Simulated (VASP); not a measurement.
# Ni (Fm-3m) in VASP: a series of runs

Runs on Ni. Level: PBE. Tasks: relaxation of cell and atoms.

Everything below comes from runs of VASP 6.6.1. Logs are shortened: lines on timing, memory, paths and dates and some standing lists are left out, and cuts for length are marked.

**1. The crystal as given**

Symmetry: Fm-3m, No. 225, cubic system. Conventional cell: a = 3.524 Å, b = 3.524 Å, c = 3.524 Å, α = 90.00°, β = 90.00°, γ = 90.00°. Around Ni (site symmetry m-3m) lie 12 Ni at 2.49 Å.

**2. Relaxation of cell and atoms, PBE, collinear spin, ferromagnetic start**

File INCAR:

```
PREC = Accurate ; ENCUT = 520
EDIFF = 1E-7 ; ISMEAR = 1
SIGMA = 0.2 ; LREAL = F
LASPH = T ; NELM = 120
ALGO = Normal ; ISIF = 3
LWAVE = F ; LCHARG = F
ISPIN = 2 ; MAGMOM = 0.8
LORBIT = 11 ; LMAXMIX = 4
GGA = PE ; IBRION = 2
NSW = 80 ; EDIFFG = -0.002
```

File KPOINTS:

```
Automatic mesh
0
Gamma
  20 20 20
```

File POSCAR:

```
Ni
1.0
    0.0000000000      1.7619350000      1.7619350000
    1.7619350000      0.0000000000      1.7619350000
    1.7619350000      1.7619350000      0.0000000000
Ni
1
Direct
    0.0000000000      0.0000000000      0.0000000000
```

Potentials or basis: VASP PAW PBE potentials, release 64 (Ni).

Launch:

```bash
cat potpaw_PBE.64/Ni/POTCAR > POTCAR
mpirun -np 1 vasp_std > vasp.out
```

OUTCAR:

```text
PREC = Accurate
   ENCUT = 520
   EDIFF = 1E-7
   ISMEAR = 1
   LREAL = F
   LASPH = T
   NELM = 120
   ISIF = 3
   ISPIN = 2
   LORBIT = 11
   GGA = PE
   IBRION = 2
   NSW = 80
   EDIFFG = -0.002

 ion  position               nearest neighbor table
   1  0.000  0.000  0.000-

  LATTYP: Found a face centered cubic cell.
 ALAT       =     3.5238700000

  Lattice vectors:

 A1 = (   0.0000000000,   1.7619350000,   1.7619350000)
 A2 = (   1.7619350000,   0.0000000000,   1.7619350000)
 A3 = (   1.7619350000,   1.7619350000,   0.0000000000)

Analysis of symmetry for initial positions (statically):
=====================================================================
 Subroutine PRICEL returns:
 Original cell was already a primitive cell.

 Routine SETGRP: Setting up the symmetry group for a
 face centered cubic supercell.

 Subroutine GETGRP returns: Found 48 space group operations
 (whereof 48 operations were pure point group operations)
 out of a pool of 48 trial point group operations.

The static configuration has the point symmetry O_h .

Analysis of symmetry for dynamics (positions and initial velocities):
=====================================================================
 Subroutine PRICEL returns:
 Original cell was already a primitive cell.

 Routine SETGRP: Setting up the symmetry group for a
 face centered cubic supercell.

 Subroutine GETGRP returns: Found 48 space group operations
 (whereof 48 operations were pure point group operations)
 out of a pool of 48 trial point group operations.

The dynamic configuration has the point symmetry O_h .

Analysis of structural, dynamic, and magnetic symmetry:
=====================================================================
 Subroutine PRICEL returns:
 Original cell was already a primitive cell.

 Routine SETGRP: Setting up the symmetry group for a
 face centered cubic supercell.

 Subroutine GETGRP returns: Found 48 space group operations
 (whereof 48 operations were pure point group operations)
 out of a pool of 48 trial point group operations.

The overall configuration has the point symmetry O_h .

 Subroutine INISYM returns: Found 48 space group operations
 (whereof 48 operations are pure point group operations),
 and found     1 'primitive' translations

----------------------------------------------------------------------------------------

                                     Primitive cell

  volume of cell :      10.9396

  direct lattice vectors                    reciprocal lattice vectors
     0.000000000  1.761935000  1.761935000    -0.283778914  0.283778914  0.283778914
[... 106 lines left out ...]
  Fermi-wavevector in a.u.,A,eV,Ry     =   1.588821  3.002436 34.345893  2.524352
  Thomas-Fermi vector in A             =   2.687765
   LORBIT       =     11    0 simple, 1 ext, 2 COOP (PROOUT), +10 PAW based schemes
   GGA     = PE    functional components
   LHFCALC =     F    Hartree Fock is set to
   AEXX    =    0.0000 exact exchange contribution
   IVDW    =     0    specifies the selected vdW correction
   LEPSILON=     F    determine dielectric tensor
   LRPA    =     F    only Hartree local field effects (RPA)
 conjugate gradient relaxation of ions
 spin polarized calculation
 Methfessel and Paxton  Order N= 1 SIGMA  =   0.20
  energy-cutoff  :      520.00
  volume of cell :       10.94
 maximum number of plane-waves:       306
   NGX =  9   NGY =  9   NGZ =  9

--------------------------------------- Ionic step        1  -------------------------------------------

 number of electron      10.0000010 magnetization       0.6300252

 Free energy of the ion-electron system (eV)
  ---------------------------------------------------
  ext. energy  EPLUGINS =         0.00000000
  ---------------------------------------------------
  free energy    TOTEN  =        -5.47096297 eV

  energy without entropy =       -5.46942342  energy(sigma->0) =       -5.47044978

------------------------ aborting loop because EDIFF is reached ----------------------------------------

  FORCE on cell =-STRESS in cart. coord.  units (eV):
  Direction    XX          YY          ZZ          XY          YZ          ZX
  --------------------------------------------------------------------------------------
  -------------------------------------------------------------------------------------
  Total       -0.0687326     -0.0687326     -0.0687326     -0.0000000      0.0000000      0.0000000
  in kB      -10.0663831    -10.0663831    -10.0663831     -0.0000000      0.0000000      0.0000000
  external PRESSURE =     -10.0663831 kB  Pullay stress =       0.0000000 kB
[... 57 lines left out ...]
--------------------------------------- Ionic step        3  -------------------------------------------

 number of electron      10.0000009 magnetization       0.6295694

 Free energy of the ion-electron system (eV)
  ---------------------------------------------------
  ext. energy  EPLUGINS =         0.00000000
  ---------------------------------------------------
  free energy    TOTEN  =        -5.47113874 eV

  energy without entropy =       -5.46963526  energy(sigma->0) =       -5.47063758

 E-fermi :   9.3706     XC(G=0): -13.2537

 val. band max:        9.3705771789   @ k =   0.3500   0.2500   0.0500
 cond. band min:       9.3724090090   @ k =  -0.4500   0.5000   0.0500
 fundamental gap:      0.0018318301
 Fermi energy:         9.3706208098

 spin component 1

 k-point     1 :       0.0000    0.0000    0.0000
  band No.  band energies     occupation
      1       0.3645      1.00000
      2       6.9327      1.00000
      3       6.9327      1.00000
      4       6.9327      1.00000
      5       8.1133      1.00000
      6       8.1133      1.00000
      7      33.0938      0.00000
      8      36.9520      0.00000
      9      36.9520      0.00000
[... 265 lines left out ...]
 k-point    24 :      -0.3500    0.0500    0.0000
  band No.  band energies     occupation
      1       4.1904      1.00000
      2       7.0217      1.00000
      3       7.0766      1.00000
      4       7.1973      1.00000
      5       8.4416      1.00000
      6       8.7914      1.00017
      7      18.5094      0.00000
      8      31.0537      0.00000
      9      33.4193      0.00000

 [... further k-points ...]

 spin component 2

 k-point     1 :       0.0000    0.0000    0.0000
  band No.  band energies     occupation
      1       0.3283      1.00000
      2       7.6934      1.00000
      3       7.6934      1.00000
      4       7.6934      1.00000
      5       8.6987      1.00001
      6       8.6987      1.00001
      7      32.9291      0.00000
      8      36.9311      0.00000
      9      36.9311      0.00000
[... 304 lines left out ...]
  FREE ENERGIE OF THE ION-ELECTRON SYSTEM (eV)
  ---------------------------------------------------
  free  energy   TOTEN  =        -5.4711387413 eV

  energy  without entropy=       -5.4696352637  energy(sigma->0) =       -5.47063758

 reached required accuracy - stopping structural energy minimisation

 total charge

# of ion       s       p       d       tot
------------------------------------------
    1        0.498   0.498   8.314   9.309

 magnetization (x)

# of ion       s       p       d       tot
------------------------------------------
    1       -0.007  -0.025   0.674   0.642
```

OSZICAR:

```text
N       E                     dE             d eps       ncg     rms          rms(c)
DAV:   1     0.232241058957E+02    0.23224E+02   -0.48498E+03  9376   0.143E+03
[... 26 lines left out ...]
DAV:   2    -0.547264848787E+01    0.27787E-02   -0.68170E-02  9656   0.395E+00    0.315E-01
DAV:   3    -0.547122976129E+01    0.14187E-02   -0.10862E-02  9550   0.167E+00    0.879E-02
DAV:   4    -0.547115018409E+01    0.79577E-04   -0.53399E-05 10391   0.672E-02    0.498E-02
DAV:   5    -0.547113693540E+01    0.13249E-04   -0.27596E-05 12584   0.415E-02    0.924E-03
DAV:   6    -0.547113797548E+01   -0.10401E-05   -0.41601E-07  8340   0.600E-03    0.533E-03
DAV:   7    -0.547113871114E+01   -0.73566E-06   -0.24228E-07  6623   0.876E-03    0.715E-04
DAV:   8    -0.547113874127E+01   -0.30134E-07   -0.28376E-09  4635   0.720E-04
   3 F= -.54711387E+01 E0= -.54706376E+01  d E =-.175776E-03  mag=     0.6296
```

Run time: 2 min. Hardware: 1 thread of Intel Xeon Platinum 8488C (Sapphire Rapids), shared host; peak memory 0.17 GiB.

Results:

- Free energy: -5.4711 eV
- Relaxed volume: 10.88 Å³/atom
- Relaxed cell: a = 2.487 Å, b = 2.487 Å, c = 2.487 Å, α = 60.00°, β = 60.00°, γ = 60.00°
- Space group after relaxing (to 0.05 Å): Fm-3m (No. 225)
- Energy gained by relaxing: 0.2 meV/atom
- Ionic steps: 3
- Pressure after relaxing: 0.0 GPa
- Band gap on the k mesh: none (metal or under the smearing width)
- Net moment: 0.63 μB per cell
- Site moments: Ni +0.64 μB
- Valence electrons inside the program's atomic spheres: Ni 9.31

Step by step:
```
step  energy change (eV)  largest force (eV/Å)  pressure (GPa)  volume (Å³)
   1              0.0000                0.0000           -1.01        10.94
   2              0.0000                0.0000            0.97        10.83
   3             -0.0002                0.0000            0.01        10.88
```

Final structure:
```yaml
crystal:
  lattice:
    - [0.00000, 1.75892, 1.75892]
    - [1.75892, 0.00000, 1.75892]
    - [1.75892, 1.75892, 0.00000]
  atoms:
    - { symbol: Ni, position: [0.00000, 0.00000, 0.00000] }
```

Levels at points of the mesh, in eV from the Fermi level:
Spin up:
| k point | band 1 | band 2 | band 3 | band 4 | band 5 | band 6 | band 7 | band 8 | band 9 |
| --- | --- | --- | --- | --- | --- | --- | --- | --- | --- |
| (0.00, 0.00, 0.00) | -9.01 | -2.44 | -2.44 | -2.44 | -1.26 | -1.26 | 23.72 | 27.58 | 27.58 |
| (0.50, 0.00, 0.00) | -4.84 | -2.42 | -2.42 | -0.61 | -0.61 | -0.29 | 5.66 | 22.21 | 24.67 |
| (0.50, 0.50, 0.00) | -4.64 | -4.20 | -0.55 | -0.48 | -0.48 | 2.45 | 9.22 | 14.82 | 14.82 |
Spin down:
| k point | band 1 | band 2 | band 3 | band 4 | band 5 | band 6 | band 7 | band 8 | band 9 |
| --- | --- | --- | --- | --- | --- | --- | --- | --- | --- |
| (0.00, 0.00, 0.00) | -9.04 | -1.68 | -1.68 | -1.68 | -0.67 | -0.67 | 23.56 | 27.56 | 27.56 |
| (0.50, 0.00, 0.00) | -4.40 | -1.80 | -1.80 | -0.35 | 0.15 | 0.15 | 6.09 | 22.07 | 24.75 |
| (0.50, 0.50, 0.00) | -4.30 | -3.58 | 0.06 | 0.39 | 0.39 | 2.41 | 9.46 | 14.83 | 14.83 |

**3. Relaxation of cell and atoms, PBE, collinear spin, ferromagnetic start**

This run uses another cell than the first one, of 10.88 Å³/atom, 0.995 times its volume.

INCAR is that of step 2.

KPOINTS is that of step 2.

File POSCAR:

```
Ni                                      
1.0
    0.0000000000      1.7589157082      1.7589157082
    1.7589157082      0.0000000000      1.7589157082
    1.7589157082      1.7589157082      0.0000000000
  Ni            
     1
Direct
     0.0000000000000000    0.0000000000000000    0.0000000000000000
```

Potentials or basis: VASP PAW PBE potentials, release 64 (Ni).

Launch:

```bash
cat potpaw_PBE.64/Ni/POTCAR > POTCAR
mpirun -np 1 vasp_std > vasp.out
```

Wall time 44 s (1 thread of Intel Xeon Platinum 8488C (Sapphire Rapids), shared host); peak memory 0.16 GiB.

The run converged. Its results:

```
Free energy                                           : -5.4711 eV
Pressure after relaxing                               : 0.0 GPa
Band gap on the k mesh                                : none (metal or under the smearing width)
Net moment                                            : 0.63 μB per cell
Site moments                                          : Ni +0.64 μB
Valence electrons inside the program's atomic spheres : Ni 9.31
```

Final structure:
```cif
data_structure
_symmetry_space_group_name_H-M 'P 1'
_symmetry_Int_Tables_number 1
_cell_length_a 2.4875
_cell_length_b 2.4875
_cell_length_c 2.4875
_cell_angle_alpha 60.000
_cell_angle_beta 60.000
_cell_angle_gamma 60.000
_cell_volume 10.88
loop_
_atom_site_label
_atom_site_type_symbol
_atom_site_fract_x
_atom_site_fract_y
_atom_site_fract_z
_atom_site_occupancy
Ni1 Ni 0.00000 0.00000 0.00000 1
```

Levels at points of the mesh, in eV from the Fermi level:
Spin up:
| k point | band 2 | band 3 | band 4 | band 5 | band 6 | band 7 | band 8 | band 9 |
| --- | --- | --- | --- | --- | --- | --- | --- | --- |
| (0.00, 0.00, 0.00) | -2.44 | -2.44 | -2.44 | -1.26 | -1.26 | 23.72 | 27.58 | 27.58 |
| (0.50, 0.00, 0.00) | -2.42 | -2.42 | -0.61 | -0.61 | -0.29 | 5.66 | 22.21 | 24.67 |
| (0.50, 0.50, 0.00) | -4.20 | -0.55 | -0.48 | -0.48 | 2.45 | 9.22 | 14.82 | 14.82 |
Spin down:
```tsv
k point	band 2	band 3	band 4	band 5	band 6	band 7	band 8	band 9
(0.00, 0.00, 0.00)	-1.68	-1.68	-1.68	-0.67	-0.67	23.56	27.56	27.56
(0.50, 0.00, 0.00)	-1.80	-1.80	-0.35	0.15	0.15	6.09	22.07	24.75
(0.50, 0.50, 0.00)	-3.58	0.06	0.39	0.39	2.41	9.46	14.83	14.83
```

Caveat: the relaxation stopped at its first step, so nothing moved.
